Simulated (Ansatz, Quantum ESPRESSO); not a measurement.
# honeycomb AlP, 2 layers, AB stacking in a field-effect set-up, part 7 of 7

Aim: where the induced charge goes and how the bands change when honeycomb AlP, 2 layers, AB stacking is doped by a gate.

Quantum ESPRESSO 7.5; plane-wave DFT, PBE, PseudoDojo norm-conserving pseudopotentials; geometry by Ansatz 0.2.0 with PAW datasets.

So far. Step 21 (Projected density of states): The atomic orbitals miss 1.3 % of the occupied states; for empty states the projections can miss much more. Step 21 (Projected density of states): On so few k points the sharp peaks and dips of the DOS are largely sampling.

## 22. SCF with pw.x, with K_POINTS = [16, 16, 1]

A sensitivity test on the input.

Contents of g1.w0.in:

```
&control
  prefix = 'g1.w0'
  outdir = './out'
  pseudo_dir = './pseudo'
  calculation = 'scf'
  tprnfor = .true.
  tefield = .true.
  dipfield = .true.
  gate = .true.
/
&system
  ibrav = 0
  nat = 4
  ntyp = 2
  ecutwfc = 36
  ecutrho = 144
  occupations = 'smearing'
  smearing = 'fd'
  degauss = 0.004
  edir = 3
  emaxpos = 0.211938
  eopreg = 0.01
  eamp = 0.0
  zgate = 0.223938
  block = .true.
  block_1 = 0.146718
  block_2 = 0.301158
  block_height = 2.0
  tot_charge = -0.0538
  nbnd = 14
/
&electrons
  conv_thr = 1e-07
  mixing_beta = 0.4
  electron_maxstep = 120
  mixing_mode = 'local-TF'
/
ATOMIC_SPECIES
  P   30.9738  P.dojo-sr-pbe-0.4.1-standard.upf
  Al  26.9815  Al.dojo-sr-pbe-0.4.1-standard.upf
CELL_PARAMETERS angstrom
  3.84842375457852 0.00000000000000 0.00000000000000
  -1.92421187728926 3.33283273599249 -0.00000000000000
  0.00000000000000 -0.00000000000000 25.90000000000000
ATOMIC_POSITIONS crystal
  P   0.666666666667 0.333333333333 0.435548607003
  Al  0.333333333333 0.666666666667 0.460694619719
  P   0.000000000000 -0.000000000000 0.565690909389
  Al  0.666666666667 0.333333333333 0.538065863888
K_POINTS automatic
  16 16 1 0 0 0
```

Started as:

```
> OMP_NUM_THREADS=1 mpirun -n 4 pw.x -nk 4 -in g1.w0.in > g1.w0.out
```

What it wrote:

```text
[banner, memory and clock lines left out]
Program PWSCF v.7.5 starts
[citation notice left out]

[...]
Message from routine setup:
[...]
bravais-lattice index     =            0
     lattice parameter (alat)  =       7.2725  a.u.
     unit-cell volume          =    2241.7789 (a.u.)^3
     number of atoms/cell      =            4
     number of atomic types    =            2
     number of electrons       =        16.05
     number of Kohn-Sham states=           14
     kinetic-energy cutoff     =      36.0000  Ry
     charge density cutoff     =     144.0000  Ry
     scf convergence threshold =      1.0E-07
     mixing beta               =       0.4000
     number of iterations used =            8  local-TF  mixing
     Exchange-correlation= PBE
                           (   1   4   3   4   0   0   0)

[...]
PseudoPot. # 1 for P  read from file:
     ./pseudo/P.dojo-sr-pbe-0.4.1-standard.upf
     Pseudo is Norm-conserving + core correction, Zval =  5.0
     Generated using ONCVPSP code by D. R. Hamann
     Using radial grid of 1298 points,  6 beta functions with:
                l(1) =   0
                l(2) =   0
                l(3) =   1
                l(4) =   1
                l(5) =   2
                l(6) =   2

     PseudoPot. # 2 for Al read from file:
     ./pseudo/Al.dojo-sr-pbe-0.4.1-standard.upf
     Pseudo is Norm-conserving + core correction, Zval =  3.0
     Generated using ONCVPSP code by D. R. Hamann
     Using radial grid of 1876 points,  6 beta functions with:
                l(1) =   0
                l(2) =   0
                l(3) =   1
                l(4) =   1
                l(5) =   2
                l(6) =   2

     atomic species   valence    mass     pseudopotential
     P                 5.00    30.97380     P ( 1.00)
     Al                3.00    26.98150     Al( 1.00)

      6 Sym. Ops. (no inversion) found

                                    s                        frac. trans.

      isym =  1     identity

 cryst.   s( 1) = (     1          0          0      )
                  (     0          1          0      )
                  (     0          0          1      )

 cart.    s( 1) = (  1.0000000  0.0000000  0.0000000 )
                  (  0.0000000  1.0000000  0.0000000 )
                  (  0.0000000  0.0000000  1.0000000 )

      isym =  2     120 deg rotation - cryst. axis [0,0,1]

 cryst.   s( 2) = (     0          1          0      )
                  (    -1         -1          0      )
                  (     0          0          1      )

 cart.    s( 2) = ( -0.5000000 -0.8660254  0.0000000 )
                  (  0.8660254 -0.5000000  0.0000000 )
                  (  0.0000000  0.0000000  1.0000000 )

      isym =  3     120 deg rotation - cryst. axis [0,0,-1]

 cryst.   s( 3) = (    -1         -1          0      )
                  (     1          0          0      )
                  (     0          0          1      )

 cart.    s( 3) = ( -0.5000000  0.8660254  0.0000000 )
                  ( -0.8660254 -0.5000000  0.0000000 )
                  (  0.0000000  0.0000000  1.0000000 )

      isym =  4     inv. 180 deg rotation - cart. axis [1,0,0]

 cryst.   s( 4) = (    -1          0          0      )
                  (     1          1          0      )
                  (     0          0          1      )

 cart.    s( 4) = ( -1.0000000  0.0000000  0.0000000 )
                  (  0.0000000  1.0000000  0.0000000 )
                  (  0.0000000  0.0000000  1.0000000 )

      isym =  5     inv. 180 deg rotation - cryst. axis [0,1,0]

 cryst.   s( 5) = (     1          1          0      )
                  (     0         -1          0      )
                  (     0          0          1      )

 cart.    s( 5) = (  0.5000000  0.8660254  0.0000000 )
                  (  0.8660254 -0.5000000  0.0000000 )
                  (  0.0000000  0.0000000  1.0000000 )

      isym =  6     inv. 180 deg rotation - cryst. axis [1,1,0]

 cryst.   s( 6) = (     0         -1          0      )
                  (    -1          0          0      )
                  (     0          0          1      )

 cart.    s( 6) = (  0.5000000 -0.8660254  0.0000000 )
                  ( -0.8660254 -0.5000000  0.0000000 )
                  (  0.0000000  0.0000000  1.0000000 )

[...]
number of k points=    30  Fermi-Dirac smearing, width (Ry)=  0.0040
[...]
Dense  grid:    65263 G-vectors     FFT dimensions: (  27,  27, 192)

     Dynamical RAM for                 wfc:       1.75 MB

     Dynamical RAM for     wfc (w. buffer):      15.72 MB

     Dynamical RAM for           str. fact:       1.99 MB

     Dynamical RAM for           local pot:       0.00 MB

     Dynamical RAM for          nlocal pot:       8.98 MB

     Dynamical RAM for                qrad:       1.93 MB

     Dynamical RAM for          rho,v,vnew:       6.19 MB

     Dynamical RAM for               rhoin:       2.06 MB

     Dynamical RAM for            rho*nmix:      15.93 MB

     Dynamical RAM for           G-vectors:       4.23 MB

     Dynamical RAM for          h,s,v(r/c):       0.04 MB

     Dynamical RAM for          <psi|beta>:       0.02 MB

     Dynamical RAM for                 psi:       3.49 MB

     Dynamical RAM for                hpsi:       3.49 MB

     Dynamical RAM for      wfcinit/wfcrot:       3.50 MB

     Adding charged plate to compensate the charge of the system - add_gatefield
     see PRB 89, 245406 (2014), works only for 2D systems perpendicular to z
                                i.e. 3rd lattice vector is (0,0,c)

        prefactor of the potential in [Ha a.u.]:    -0.007380
               position of the gate within cell:     0.22394
         ion-gate + gate-gate contribution to the total energy:    -2.267310
                         gate-gate contribution:     0.003239

        Adding potential to prevent charge spilling into region of the gate
        Potential is linearly increased and decreased within the first/last eopreg of block_size
        block_size =  0.15444 in units of unit cell length
        block_height =  2.00000 in Ry

     Initial potential from superposition of free atoms

     starting charge      15.9948, renormalised to      16.0538

     negative rho (up, down):  2.299E-04 0.000E+00

     Adding external electric field

     Computed dipole along edir(3) :
        Elec. dipole         -0.9548 Ry au,         -2.4269 Debye
[...]
estimated scf accuracy    <       0.00252276 Ry

     iteration #  6     ecut=    36.00 Ry     beta= 0.40
[...]
---- Real-time Memory Report at c_bands before calling an iterative solver
           135 MiB given to the printing process from OS
            86 MiB allocation reported by mallinfo(arena+hblkhd)
[...]
------------------
[...]
negative rho (up, down):  1.429E-04 0.000E+00

[...]
Dipole               -0.7521 Ry au,         -1.9116 Debye
[...]
total energy              =     -38.96604626 Ry
     estimated scf accuracy    <       0.00169959 Ry

[...]
iteration # 16     ecut=    36.00 Ry     beta= 0.40
[...]
---- Real-time Memory Report at c_bands before calling an iterative solver
           143 MiB given to the printing process from OS
            93 MiB allocation reported by mallinfo(arena+hblkhd)
[...]
------------------
[...]
negative rho (up, down):  2.556E-04 0.000E+00

[...]
Dipole               -0.5510 Ry au,         -1.4005 Debye
[...]
total energy              =     -38.96582586 Ry
     estimated scf accuracy    <       0.00000307 Ry

     iteration # 17     ecut=    36.00 Ry     beta= 0.40
[...]
---- Real-time Memory Report at c_bands before calling an iterative solver
           143 MiB given to the printing process from OS
            93 MiB allocation reported by mallinfo(arena+hblkhd)
[...]
------------------
[...]
negative rho (up, down):  1.062E-04 0.000E+00

[...]
Dipole               -0.5513 Ry au,         -1.4012 Debye
[...]
total energy              =     -38.96582599 Ry
     estimated scf accuracy    <       0.00000034 Ry

     iteration # 18     ecut=    36.00 Ry     beta= 0.40
[...]
---- Real-time Memory Report at c_bands before calling an iterative solver
           143 MiB given to the printing process from OS
            93 MiB allocation reported by mallinfo(arena+hblkhd)
[...]
------------------
[...]
negative rho (up, down):  1.174E-05 0.000E+00

[...]
Dipole               -0.5519 Ry au,         -1.4029 Debye
[...]
total energy              =     -38.96582575 Ry
     estimated scf accuracy    <       0.00000019 Ry

     iteration # 19     ecut=    36.00 Ry     beta= 0.40
[...]
---- Real-time Memory Report at c_bands before calling an iterative solver
           143 MiB given to the printing process from OS
            93 MiB allocation reported by mallinfo(arena+hblkhd)
[...]
------------------
[...]
Dipole               -0.5522 Ry au,         -1.4035 Debye
[...]
End of self-consistent calculation

          k = 0.0000 0.0000 0.0000 (  8079 PWs)   bands (ev):

   -14.6359 -13.1612  -7.3277  -4.1261  -4.1261  -3.6470  -3.1409  -3.1409
    -0.6133   0.0029   0.9782   0.9783   1.6421   2.0512

     occupation numbers
     1.0000   1.0000   1.0000   1.0000   1.0000   1.0000   1.0000   1.0000
     0.0000   0.0000   0.0000   0.0000   0.0000   0.0000

          k = 0.0000 0.0722 0.0000 (  8072 PWs)   bands (ev):

   -14.5963 -13.1265  -7.2986  -4.4632  -4.2013  -3.5992  -3.4084  -3.1833
    -0.4024   0.1753   0.8973   1.1060   1.7163   1.9272

     occupation numbers
     1.0000   1.0000   1.0000   1.0000   1.0000   1.0000   1.0000   1.0000
     0.0000   0.0000   0.0000   0.0000   0.0000   0.0000

[...]
the Fermi energy is    -2.1686 ev

!    total energy              =     -38.96582579 Ry
     estimated scf accuracy    <       0.00000002 Ry
     smearing contrib. (-TS)   =      -0.00031486 Ry
     internal energy E=F+TS    =     -38.96551093 Ry

     The total energy is F=E-TS. E is the sum of the following terms:
     one-electron contribution =    -349.01762864 Ry
     hartree contribution      =     177.27283541 Ry
     xc contribution           =     -12.51773771 Ry
     ewald contribution        =     147.56262125 Ry
     electric field correction =       0.00170922 Ry
     gate field correction     =      -2.26731046 Ry

     convergence has been achieved in  19 iterations

     Forces acting on atoms (cartesian axes, Ry/au):

     atom    1 type  1   force =     0.00000000    0.00000000   -0.00640034
     atom    2 type  2   force =    -0.00000000   -0.00000000    0.00423721
     atom    3 type  1   force =     0.00000000   -0.00000000    0.00011850
     atom    4 type  2   force =     0.00000000    0.00000000    0.00204463
     The non-local contrib.  to forces
     atom    1 type  1   force =     0.00000000    0.00000000    0.09116617
     atom    2 type  2   force =     0.00000000    0.00000000    0.13318194
     atom    3 type  1   force =     0.00000000    0.00000000   -0.15294644
     atom    4 type  2   force =    -0.00000000   -0.00000000   -0.07939367
     The ionic contribution  to forces
     atom    1 type  1   force =    -0.00000000    0.00000000  -10.31189763
     atom    2 type  2   force =     0.00000000   -0.00000000   -3.28453486
     atom    3 type  1   force =     0.00000000   -0.00000000   10.19356873
     atom    4 type  2   force =    -0.00000000    0.00000000    3.40286377
     The local contribution  to forces
     atom    1 type  1   force =    -0.00000000    0.00000000   10.14233584
     atom    2 type  2   force =    -0.00000000    0.00000000    3.12558906
     atom    3 type  1   force =     0.00000000    0.00000000  -10.09896467
     atom    4 type  2   force =     0.00000000   -0.00000000   -3.36288377
     The core correction contribution to forces
     atom    1 type  1   force =     0.00000000   -0.00000000   -0.00161759
     atom    2 type  2   force =    -0.00000000    0.00000000   -0.01193483
     atom    3 type  1   force =     0.00000000   -0.00000000    0.00413622
     atom    4 type  2   force =     0.00000000   -0.00000000    0.00641235
     The Hubbard contrib.    to forces
     atom    1 type  1   force =     0.00000000    0.00000000    0.00000000
     atom    2 type  2   force =     0.00000000    0.00000000    0.00000000
     atom    3 type  1   force =     0.00000000    0.00000000    0.00000000
     atom    4 type  2   force =     0.00000000    0.00000000    0.00000000
     The SCF correction term to forces
     atom    1 type  1   force =     0.00000000    0.00000000    0.00003867
     atom    2 type  2   force =     0.00000000   -0.00000000   -0.00000300
     atom    3 type  1   force =     0.00000000    0.00000000   -0.00004003
     atom    4 type  2   force =     0.00000000    0.00000000   -0.00004076

     Gate contribution to forces:
     atom    1 type  1   force =    -0.00000000    0.00000000    0.04256742
     atom    2 type  2   force =    -0.00000000    0.00000000    0.02331346
     atom    3 type  1   force =    -0.00000000    0.00000000    0.02335790
     atom    4 type  2   force =    -0.00000000    0.00000000    0.01646128

     Total force =     0.007944     Total SCF correction =     0.000069

[...]
```

The job ended after 69 s (4 MPI ranks of Arm Neoverse N1, shared host; peak memory 0.41 GiB).

The Fermi energy comes to -2.169 eV against -2.189 eV, on pw.x's own zeros, which move with the slab's dipole; no bands were compared.

## 23. Worked from the printed numbers

0.1344 e on 12.826 Å² is 0.01048 e/Å² = 10.5×10¹³ cm⁻². Between plate and sheet Gauss's law gives a field of 180.95 × 0.01048 = 1.90 V/Å; across 300 nm of an oxide with ε = 3.9 the same charge would need 1459 V, which is why such densities call for ionic gating.

## 24. Summary of results

```json
{"gap along the path, neutral sheet": "0.89 eV", "centre of the induced charge, from the lowest atom, at 4.2×10¹³ electrons per cm²": "-1.11 Å", "centre of the induced charge, from the lowest atom, at 4.2×10¹³ holes per cm²": "-1.08 Å", "Fermi level less the valence top at 4.2×10¹³ holes per cm²": "0.10 eV", "centre of the induced charge, from the lowest atom, at 1.05×10¹⁴ electrons per cm²": "-1.23 Å", "Fermi level less the conduction bottom at 1.05×10¹⁴ electrons per cm²": "0.22 eV"}
```

In words: At 1.05×10¹⁴ electrons per cm² the induced charge is centred 1.23 Å below the lowest atom, and doping moves the gap along the path by up to 0.02 eV from 0.89 eV: the gap is nearly rigid. The induced charge is the carriers plus the polarisation of the sheet by the gate's field. Its centre lies 1.23 Å below the lowest atom, 2.92 Å from the middle of the sheet towards the gate; the carriers themselves sit in the bands' own orbitals. The neutral reference has no barrier, and the barrier's own push on the density tail can enter these centres, most at low doping; how much was not separated here. In the neutral sheet the valence top lies between K and Γ, the conduction bottom at M, 0.89 eV apart. At 4.2×10¹³ holes per cm² the valence top lies between K and Γ, the conduction bottom at M, 0.89 eV apart. At 1.05×10¹⁴ electrons per cm² the valence top lies at Γ, the conduction bottom at M, 0.87 eV apart. The ions are fixed at the PBE-D3(BJ) geometry. One point of the 12×12 mesh holds 0.014 e a band, against 0.134 e added, so the place of the Fermi level is set by few points and by the smearing (632 K), and is rough.

[Logs are printed without paths, hosts, clocks, repeated set-up lines and the standing remarks that a program may print on its own settings, such as how far it seeks lower states.]

[Hosts, paths, dates, database ids (printed as entryN), source tags and the programs' standing remarks are cut or masked in the printed files.]

[Maps of the electrostatic potential energy from Ansatz leave out the sawtooth potential of an applied field or a dipole correction, so their vacuum need not be flat; planar profiles and work functions include it.]
